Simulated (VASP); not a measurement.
# NiO (F-43m) in VASP: equation of state

Aim: energy against volume of NiO in PBE, for its equilibrium volume and stiffness.

Everything below comes from runs of VASP 6.6.1. Logs are shortened: lines on timing, memory, paths and dates and some standing lists are left out, and cuts for length are marked.

## Step 1: The structure

Symmetry: F-43m, No. 216, cubic system. The conventional cell has a = 4.481 Å, b = 4.481 Å, c = 4.481 Å, α = 90.00°, β = 90.00°, γ = 90.00°. Around Ni (site symmetry -43m) lie 4 O at 1.94 Å. Around O (site symmetry -43m) lie 4 Ni at 1.94 Å.

The cell was built by a generator and needn't be a form met in nature.

## Step 2: Equation of state, PBE, collinear spin, ferromagnetic start, 10.57 Å³/atom (volume scaled by 0.94)

Input file INCAR:

```
SYSTEM = NiO
ALGO = Normal
EDIFF = 1E-7
ENCUT = 520
GGA = PE
ISIF = 2
ISMEAR = -1
ISPIN = 2
LASPH = .TRUE.
LCHARG = .FALSE.
LMAXMIX = 4
LORBIT = 11
LREAL = .FALSE.
LWAVE = .FALSE.
MAGMOM = 1 0
NBANDS = 19
NELM = 120
PREC = Accurate
SIGMA = 0.05
```

Input file KPOINTS:

```
k-points
0
G
  10 10 10
  0 0 0
```

Input file POSCAR:

```
NiO
1.0
    0.0000000000      2.1948900228      2.1948900228
    2.1948900228      0.0000000000      2.1948900228
    2.1948900228      2.1948900228      0.0000000000
Ni O
1 1
Direct
    0.0000000000      0.0000000000      0.0000000000
    0.7500000000      0.7500000000      0.7500000000
```

Potentials or basis: VASP PAW PBE potentials, release 64 (Ni, O).

Launch:

```bash
$ cat potpaw_PBE.64/Ni/POTCAR potpaw_PBE.64/O/POTCAR > POTCAR
$ mpirun -np 1 vasp_std > vasp.out
```

OUTCAR:

```text
SYSTEM = NiO
   EDIFF = 1E-7
   ENCUT = 520
   GGA = PE
   ISIF = 2
   ISMEAR = -1
   ISPIN = 2
   LASPH = .TRUE.
   LORBIT = 11
   LREAL = .FALSE.
   NELM = 120
   PREC = Accurate

 Found     47 irreducible k-points:

 Following reciprocal coordinates:
            Coordinates               Weight
  0.000000  0.000000  0.000000      1.000000
  0.100000  0.000000  0.000000      8.000000
  0.200000  0.000000  0.000000      8.000000
  0.300000  0.000000  0.000000      8.000000
  0.400000  0.000000  0.000000      8.000000
  0.500000  0.000000  0.000000      4.000000
   k-points           NKPTS =     47   k-points in BZ     NKDIM =     47   number of bands    NBANDS=     19
   number of dos      NEDOS =    301   number of ions     NIONS =      2
   total plane-waves  NPLWV =  13824
   dimension x,y,z NGX =    24 NGY =   24 NGZ =   24
   dimension x,y,z NGXF=    48 NGYF=   48 NGZF=   48
   ions per type =               1   1
   NGX,Y,Z   is equivalent  to a cutoff of  12.85, 12.85, 12.85 a.u.
   NGXF,Y,Z  is equivalent  to a cutoff of  25.71, 25.71, 25.71 a.u.
 SYSTEM =  NiO
   PREC   = accura    normal or accurate (medium, high low for compatibility)
   ISTART =      0    job   : 0-new  1-cont  2-samecut
   ICHARG =      2    charge: 1-file 2-atom 10-const
   ISPIN  =      2    spin polarized calculation?
   LNONCOLLINEAR =      F non collinear calculations
   LSORBIT =      F    spin-orbit coupling
   LASPH  =      T    aspherical Exc in radial PAW
   ENCUT  =  520.0 eV  38.22 Ry    6.18 a.u.   5.77  5.77  5.77*2*pi/ulx,y,z
   NELM   =    120;   NELMIN=  2; NELMDL= -5     # of ELM steps
   EDIFF  = 0.1E-06   stopping-criterion for ELM
   LREAL  =      F    real-space projection
   EDIFFG = 0.1E-05   stopping-criterion for IOM
   NSW    =      0    number of steps for IOM
   IBRION =     -1    ionic relax: 0-MD 1-quasi-New 2-CG
   NFREE  =      0    steps in history (QN), initial steepest desc. (CG)
   ISIF   =      2    stress and relaxation
   ISYM   =      2    0-nonsym 1-usesym 2-fastsym
   POTIM  = 0.5000    time-step for ionic-motion
   TEBEG  =    0.0;   TEEND  =   0.0 temperature during run
   PSTRESS=    0.0 pullay stress
   NELECT =      16.0000    total number of electrons
   NUPDOWN=      -1.0000    fix difference up-down
   EMIN   =  10.00;   EMAX   =-10.00  energy-range for DOS
   EFERMI =   0.00;   METHOD = LEGACY
   ISMEAR =    -1;   SIGMA  =   0.05  broadening in eV -4-tet -1-fermi 0-gaus
   EFERMI_NEDOS =   21; number of points for ismear=-14 and -15
   IALGO  =     38    algorithm
   IMIX   =      4    mixing-type and parameters
     AMIX     =   0.40;   BMIX     =  1.00
     AMIX_MAG =   1.60;   BMIX_MAG =  1.00
  volume/ion in A,a.u.               =      10.57        71.36
  Fermi-wavevector in a.u.,A,eV,Ry     =   1.491736  2.818973 30.276735  2.225277
  Thomas-Fermi vector in A             =   2.604353
   LORBIT       =     11    0 simple, 1 ext, 2 COOP (PROOUT), +10 PAW based schemes
   GGA     = PE    functional components
   LHFCALC =     F    Hartree Fock is set to
   AEXX    =    0.0000 exact exchange contribution
   IVDW    =     0    specifies the selected vdW correction
   LEPSILON=     F    determine dielectric tensor
   LRPA    =     F    only Hartree local field effects (RPA)
 spin polarized calculation
  energy-cutoff  :      520.00
  volume of cell :       21.15
 maximum number of plane-waves:       588
   NGX = 11   NGY = 11   NGZ = 11

 number of electron      15.9999997 magnetization       1.7605141

 Free energy of the ion-electron system (eV)
  ---------------------------------------------------
  ext. energy  EPLUGINS =         0.00000000
  ---------------------------------------------------
  free energy    TOTEN  =       -11.55825696 eV

  energy without entropy =      -11.54181084  energy(sigma->0) =      -11.55003390

 E-fermi :   6.3579     XC(G=0): -11.5812

 val. band max:        6.3420991664   @ k =   0.3000   0.0000   0.0000
 cond. band min:       6.3637801673   @ k =   0.4000   0.3000   0.1000
 fundamental gap:      0.0216810010
 Fermi energy:         6.3579162200

 spin component 1

 k-point     1 :       0.0000    0.0000    0.0000
  band No.  band energies     occupation
      1     -14.0972      1.00000
      2      -0.0068      1.00000
      3      -0.0068      1.00000
      4      -0.0068      1.00000
      5       3.8830      1.00000
      6       3.8830      1.00000
[... 11 lines left out ...]
     18      30.0691      0.00000
     19      30.0691      0.00000

 k-point     2 :       0.1000    0.0000    0.0000
  band No.  band energies     occupation
      1     -14.0299      1.00000
      2      -0.1637      1.00000
      3       0.0315      1.00000
      4       0.0315      1.00000
      5       3.8630      1.00000
      6       3.8630      1.00000
[... 11 lines left out ...]
     18      31.3380      0.00000
     19      31.3380      0.00000

[... 14 lines left out ...]
      1     -13.6205      1.00000
      2      -0.8021      1.00000
      3       0.2410      1.00000
      4       0.2410      1.00000
      5       3.8480      1.00000
      6       3.8480      1.00000
[... 11 lines left out ...]
     18      34.8582      0.00000
     19      34.8582      0.00000

 k-point     5 :       0.4000    0.0000    0.0000
  band No.  band energies     occupation
      1     -13.4291      1.00000
      2      -0.9644      1.00000
      3       0.3225      1.00000
      4       0.3225      1.00000
      5       3.9235      1.00000
      6       3.9235      1.00000
[... 11 lines left out ...]
     18      34.5495      0.00000
     19      34.5495      0.00000

 k-point     6 :       0.5000    0.0000    0.0000
  band No.  band energies     occupation
      1     -13.3545      1.00000
      2      -1.0070      1.00000
      3       0.3510      1.00000
      4       0.3510      1.00000
      5       3.8172      1.00000
      6       3.9742      1.00000
[... 11 lines left out ...]
     18      33.8692      0.00000
     19      33.8692      0.00000

 [... further k-points ...]

 spin component 2

 k-point     1 :       0.0000    0.0000    0.0000
  band No.  band energies     occupation
      1     -13.5589      1.00000
      2       0.9005      1.00000
      3       0.9005      1.00000
      4       0.9005      1.00000
      5       4.8882      1.00000
      6       4.8882      1.00000
[... 11 lines left out ...]
     18      30.3139      0.00000
     19      30.3139      0.00000

 k-point     2 :       0.1000    0.0000    0.0000
  band No.  band energies     occupation
      1     -13.4877      1.00000
      2       0.6810      1.00000
      3       0.9326      1.00000
      4       0.9326      1.00000
      5       4.8747      1.00000
      6       4.8747      1.00000
[... 11 lines left out ...]
     18      31.5949      0.00000
     19      31.5949      0.00000

 k-point     3 :       0.2000    0.0000    0.0000
  band No.  band energies     occupation
      1     -13.2968      1.00000
      2       0.2112      1.00000
      3       1.0115      1.00000
      4       1.0115      1.00000
      5       4.8656      1.00000
      6       4.8656      1.00000
[... 11 lines left out ...]
     18      33.6809      0.00000
     19      33.6809      0.00000

 k-point     4 :       0.3000    0.0000    0.0000
  band No.  band energies     occupation
      1     -13.0526      1.00000
      2      -0.2291      1.00000
      3       1.0964      1.00000
      4       1.0964      1.00000
      5       4.9186      1.00000
      6       4.9186      1.00000
[... 11 lines left out ...]
     18      35.1623      0.00000
     19      35.1623      0.00000

 k-point     5 :       0.4000    0.0000    0.0000
  band No.  band energies     occupation
      1     -12.8477      1.00000
      2      -0.5046      1.00000
      3       1.1528      1.00000
      4       1.1528      1.00000
      5       5.0341      1.00000
      6       5.0341      1.00000
[... 11 lines left out ...]
     18      34.8219      0.00000
     19      34.8219      0.00000

 k-point     6 :       0.5000    0.0000    0.0000
  band No.  band energies     occupation
      1     -12.7676      1.00000
      2      -0.5937      1.00000
      3       1.1710      1.00000
      4       1.1710      1.00000
      5       5.1032      1.00000
      6       5.1032      1.00000
[... 11 lines left out ...]
     18      34.0999      0.00000
     19      34.0999      0.00000

 [... further k-points ...]

------------------------ aborting loop because EDIFF is reached ----------------------------------------

  FORCE on cell =-STRESS in cart. coord.  units (eV):
  Direction    XX          YY          ZZ          XY          YZ          ZX
  --------------------------------------------------------------------------------------
  -------------------------------------------------------------------------------------
  Total        1.3487595      1.3487595      1.3487595      0.0000000     -0.0000000      0.0000000
  in kB      102.1825640    102.1825640    102.1825640      0.0000000     -0.0000000      0.0000000
  external PRESSURE =     102.1825640 kB  Pullay stress =       0.0000000 kB

 VOLUME and BASIS-vectors are now :
 -----------------------------------------------------------------------------
  energy-cutoff  :      520.00
  volume of cell :       21.15
      direct lattice vectors                 reciprocal lattice vectors
     0.000000000  2.194890023  2.194890023    -0.227801846  0.227801846  0.227801846
     2.194890023  0.000000000  2.194890023     0.227801846 -0.227801846  0.227801846
     2.194890023  2.194890023  0.000000000     0.227801846  0.227801846 -0.227801846

 POSITION                                       TOTAL-FORCE (eV/Angst)
 -----------------------------------------------------------------------------------
      0.00000      0.00000      0.00000         0.000000      0.000000      0.000000
      3.29234      3.29234      3.29234        -0.000000     -0.000000     -0.000000
 -----------------------------------------------------------------------------------
    total drift:                               -0.000000     -0.000000     -0.000001

  FREE ENERGIE OF THE ION-ELECTRON SYSTEM (eV)
  ---------------------------------------------------
  free  energy   TOTEN  =       -11.5582569619 eV

  energy  without entropy=      -11.5418108394  energy(sigma->0) =      -11.55003390

 total charge

# of ion       s       p       d       tot
------------------------------------------
    1        0.403   0.540   8.289   9.232
    2        1.558   3.444   0.000   5.001
--------------------------------------------------
tot          1.961   3.983   8.289  14.233

 magnetization (x)

# of ion       s       p       d       tot
------------------------------------------
    1        0.003   0.042   1.341   1.386
    2        0.016   0.309   0.000   0.325
--------------------------------------------------
tot          0.019   0.351   1.341   1.711
```

Run time: 26 s. Hardware: 1 thread of AMD EPYC 9R45 (Zen 5), shared host; peak memory 0.13 GiB.

Results:

```yaml
Free_energy: -11.5583 eV
Pressure: 10.2 GPa
Band_gap_on_the_k_mesh: none (metal or under the smearing width)
Net_moment: 1.76 μB per cell
Site_moments: Ni +1.39; O +0.33 μB
Valence_electrons_inside_the_program's_atomic_spheres: Ni 9.23; O 5.00
```

Caveat: a cell with one magnetic atom can't hold antiferromagnetic order, which such compounds often take; semilocal functionals often make such compounds metallic where correlation or magnetic order opens a gap, which also shifts bond lengths.

## Step 3: Equation of state, PBE, collinear spin, ferromagnetic start, 10.80 Å³/atom (volume scaled by 0.96)

Input file INCAR:

```
PREC = Accurate
ENCUT = 520
EDIFF = 1E-7
ISMEAR = -1
SIGMA = 0.05
LREAL = False
LASPH = True
NELM = 150
ALGO = Normal
ISIF = 2
LWAVE = False
LCHARG = False
ISPIN = 2
MAGMOM = 1 0
LORBIT = 11
LMAXMIX = 4
GGA = PE
NBANDS = 19
```

Input file KPOINTS:

```
regular mesh
0
Gamma
  10 10 10
```

Input file POSCAR:

```
NiO
1.0
    0.0000000000      2.2103475040      2.2103475040
    2.2103475040      0.0000000000      2.2103475040
    2.2103475040      2.2103475040      0.0000000000
Ni O
1 1
Direct
    0.0000000000      0.0000000000      0.0000000000
    0.7500000000      0.7500000000      0.7500000000
```

Potentials or basis: VASP PAW PBE potentials, release 64 (Ni, O).

Launch:

```bash
$ cat potpaw_PBE.64/Ni/POTCAR potpaw_PBE.64/O/POTCAR > POTCAR
$ mpirun -np 1 vasp_std > vasp.out
```

Wall time 28 s (1 thread of AMD EPYC 9R45 (Zen 5), shared host); peak memory 0.13 GiB.

Results (log left out):

```yaml
Free_energy: -11.5822 eV
Pressure: 6.6 GPa
Band_gap_on_the_k_mesh: none (metal or under the smearing width)
Net_moment: 1.83 μB per cell
Site_moments: Ni +1.43; O +0.34 μB
Valence_electrons_inside_the_program's_atomic_spheres: Ni 9.18; O 4.99
```

Caveat: a cell with one magnetic atom can't hold antiferromagnetic order, which such compounds often take; semilocal functionals often make such compounds metallic where correlation or magnetic order opens a gap, which also shifts bond lengths.

## Step 4: Equation of state, PBE, collinear spin, ferromagnetic start, 11.02 Å³/atom (volume scaled by 0.98)

Input file INCAR:

```
SYSTEM = NiO
PREC = Accurate ; ENCUT = 520
EDIFF = 1E-7 ; ISMEAR = -1
SIGMA = 0.05 ; LREAL = .False.
LASPH = .True. ; NELM = 120
ALGO = Normal ; ISIF = 2
LWAVE = .False. ; LCHARG = .False.
ISPIN = 2 ; MAGMOM = 1 0
LORBIT = 11 ; LMAXMIX = 4
GGA = PE ; NBANDS = 19
```

Input file KPOINTS:

```
regular mesh
0
Gamma
  10 10 10
  0 0 0
```

Input file POSCAR:

```
NiO
1.0
    0.0000000000      2.2255917617      2.2255917617
    2.2255917617      0.0000000000      2.2255917617
    2.2255917617      2.2255917617      0.0000000000
Ni O
1 1
Direct
    0.0000000000      0.0000000000      0.0000000000
    0.7500000000      0.7500000000      0.7500000000
```

Launch:

```bash
$ cat potpaw_PBE.64/Ni/POTCAR potpaw_PBE.64/O/POTCAR > POTCAR
$ mpirun -np 1 vasp_std > vasp.out
```

Wall time 29 s (1 thread of AMD EPYC 9R45 (Zen 5), shared host); peak memory 0.13 GiB.

The run converged. Its results:

| Property | Result |
| --- | --- |
| Free energy | -11.5965 eV |
| Pressure | 3.3 GPa |
| Band gap on the k mesh | none (metal or under the smearing width) |
| Net moment | 1.88 μB per cell |
| Site moments | Ni +1.47; O +0.35 μB |
| Valence electrons inside the program's atomic spheres | Ni 9.14; O 4.98 |

Caveat: a cell with one magnetic atom can't hold antiferromagnetic order, which such compounds often take; semilocal functionals often make such compounds metallic where correlation or magnetic order opens a gap, which also shifts bond lengths.

## Step 5: Equation of state, PBE, collinear spin, ferromagnetic start, 11.47 Å³/atom (volume scaled by 1.02)

Input file INCAR:

```
PREC = Accurate
ENCUT = 520
EDIFF = 1E-7
ISMEAR = -1
SIGMA = 0.05
LREAL = False
LASPH = True
NELM = 120
ALGO = Normal
ISIF = 2
LWAVE = False
LCHARG = False
ISPIN = 2
MAGMOM = 1 0
LORBIT = 11
LMAXMIX = 4
GGA = PE
NBANDS = 19
```

Input file KPOINTS:

```
Automatic mesh
0
Gamma
  10 10 10
```

Input file POSCAR:

```
NiO
1.0
    0.0000000000      2.2554690417      2.2554690417
    2.2554690417      0.0000000000      2.2554690417
    2.2554690417      2.2554690417      0.0000000000
Ni O
1 1
Direct
    0.0000000000      0.0000000000      0.0000000000
    0.7500000000      0.7500000000      0.7500000000
```

Launch:

```bash
$ cat potpaw_PBE.64/Ni/POTCAR potpaw_PBE.64/O/POTCAR > POTCAR
$ mpirun -np 1 vasp_std > vasp.out
```

Run time: 35 s. Hardware: 1 thread of AMD EPYC 9R45 (Zen 5), shared host; peak memory 0.13 GiB.

Results (log left out):

- Free energy: -11.5992 eV
- Pressure: -2.5 GPa
- Band gap on the k mesh: none (metal or under the smearing width)
- Net moment: 1.94 μB per cell
- Site moments: Ni +1.51; O +0.37 μB
- Valence electrons inside the program's atomic spheres: Ni 9.06; O 4.96

Caveat: a cell with one magnetic atom can't hold antiferromagnetic order, which such compounds often take; semilocal functionals often make such compounds metallic where correlation or magnetic order opens a gap, which also shifts bond lengths.

## Step 6: Equation of state, PBE, collinear spin, ferromagnetic start, 11.70 Å³/atom (volume scaled by 1.04)

Input file INCAR:

```
PREC = Accurate
ENCUT = 520
EDIFF = 1E-7
ISMEAR = -1
SIGMA = 0.05
LREAL = F
LASPH = T
NELM = 120
ALGO = Normal
ISIF = 2
LWAVE = F
LCHARG = F
ISPIN = 2
MAGMOM = 1 0
LORBIT = 11
LMAXMIX = 4
GGA = PE
NBANDS = 19
```

Input file KPOINTS:

```
regular mesh
0
Gamma
  10 10 10
```

Input file POSCAR:

```
NiO
1.0
    0.0000000000      2.2701153550      2.2701153550
    2.2701153550      0.0000000000      2.2701153550
    2.2701153550      2.2701153550      0.0000000000
Ni O
1 1
Direct
    0.0000000000      0.0000000000      0.0000000000
    0.7500000000      0.7500000000      0.7500000000
```

Potentials or basis: VASP PAW PBE potentials, release 64 (Ni, O).

Launch:

```bash
$ cat potpaw_PBE.64/Ni/POTCAR potpaw_PBE.64/O/POTCAR > POTCAR
$ mpirun -np 1 vasp_std > vasp.out
```

Run time: 30 s. Hardware: 1 thread of AMD EPYC 9R45 (Zen 5), shared host; peak memory 0.13 GiB.

The run converged. Its results:

* Free energy: -11.5891 eV
* Pressure: -5.0 GPa
* Band gap on the k mesh: none (metal or under the smearing width)
* Net moment: 1.96 μB per cell
* Site moments: Ni +1.53; O +0.37 μB
* Valence electrons inside the program's atomic spheres: Ni 9.03; O 4.96

Caveat: a cell with one magnetic atom can't hold antiferromagnetic order, which such compounds often take; semilocal functionals often make such compounds metallic where correlation or magnetic order opens a gap, which also shifts bond lengths.

## Step 7: Equation of state, PBE, collinear spin, ferromagnetic start, 11.92 Å³/atom (volume scaled by 1.06)

Input file INCAR:

```
SYSTEM = NiO
PREC     = Accurate       ! precision mode
ENCUT    = 520            ! plane-wave cutoff, eV
EDIFF    = 1E-7           ! SCF threshold, eV
ISMEAR   = -1             ! smearing method
SIGMA    = 0.05           ! smearing width, eV
LREAL    = .FALSE.        ! projectors in reciprocal space
LASPH    = .TRUE.         ! aspherical terms in the spheres
NELM     = 150            ! most SCF steps
ALGO     = Normal         ! electronic algorithm
ISIF     = 2              ! what is computed and relaxed
LWAVE    = .FALSE.        ! write WAVECAR
LCHARG   = .FALSE.        ! write CHGCAR
ISPIN    = 2              ! spin polarisation
MAGMOM   = 1 0            ! initial moments
LORBIT   = 11             ! projections on sites
LMAXMIX  = 4              ! l up to which the mixer works
GGA      = PE             ! functional
NBANDS   = 19             ! bands
```

Input file KPOINTS:

```
Automatic mesh
0
G
  10 10 10
  0 0 0
```

Input file POSCAR:

```
NiO
1.0
    0.0000000000      2.2845750783      2.2845750783
    2.2845750783      0.0000000000      2.2845750783
    2.2845750783      2.2845750783      0.0000000000
Ni O
1 1
Direct
    0.0000000000      0.0000000000      0.0000000000
    0.7500000000      0.7500000000      0.7500000000
```

Launch:

```bash
$ cat potpaw_PBE.64/Ni/POTCAR potpaw_PBE.64/O/POTCAR > POTCAR
$ mpirun -np 1 vasp_std > vasp.out
```

Wall time 30 s (1 thread of AMD EPYC 9R45 (Zen 5), shared host); peak memory 0.13 GiB.

The run converged. Its results:

- Free energy: -11.5723 eV
- Pressure: -7.2 GPa
- Band gap on the k mesh: none (metal or under the smearing width)
- Net moment: 1.97 μB per cell
- Site moments: Ni +1.54; O +0.37 μB
- Valence electrons inside the program's atomic spheres: Ni 8.99; O 4.95

Caveat: a cell with one magnetic atom can't hold antiferromagnetic order, which such compounds often take; semilocal functionals often make such compounds metallic where correlation or magnetic order opens a gap, which also shifts bond lengths.

## Step 8: Equation of state, PBE, collinear spin, ferromagnetic start

This step only gathers the single runs of the series.

Results:

```yaml
Equilibrium_volume: 11.28 Å³/atom
Bulk_modulus: 142 GPa
Pressure_derivative_of_the_bulk_modulus: 3.6
```

Energy against volume, from the lowest point:
```
volume (Å³/atom)  energy (meV/atom)
          10.574              21.83
          10.799               9.84
          11.024               2.71
          11.249               0.00
          11.474               1.35
          11.699               6.40
          11.924              14.79
```
